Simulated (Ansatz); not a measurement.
Theory: DFT PBE, scalar-relativistic, plane waves, PAW (Ansatz).

Settings: cutoff 420 eV, Γ-centred mesh 12×12×14 on the computed 4-atom cell, Gaussian smearing of 0.10 eV; no spin polarisation.

```xyz
4
Lattice="-1.9177 1.9048 4.2014 1.8321 -1.8528 4.1400 1.9125 1.8476 -4.1782" Properties=species:S:1:pos:R:3 pbc="T T T"
Ti   -0.0574   -0.0741   -0.0084
Al    0.0231    0.0737    4.1719
Al   -0.0240    2.0086    2.1027
Al    1.8424   -0.0826    2.0677
```

Q: Is this geometry at equilibrium? Which atom feels the largest force?

A: It isn't. Atom 1 (Ti) feels (1.25, 1.39, 0.01) eV/Å, 1.871 eV/Å in size.

Q: Give all forces and the stress.

A:
| atom | Fx | Fy | Fz |
| --- | --- | --- | --- |
| Ti1 | 1.252 | 1.390 | 0.012 |
| Al2 | -1.179 | -1.079 | -0.013 |
| Al3 | -0.097 | -1.641 | 0.044 |
| Al4 | 0.025 | 1.329 | -0.043 |
Stress (GPa, compression positive):
```
13.52  1.73  2.43
 1.73 12.25 -0.62
 2.43 -0.62 11.94
```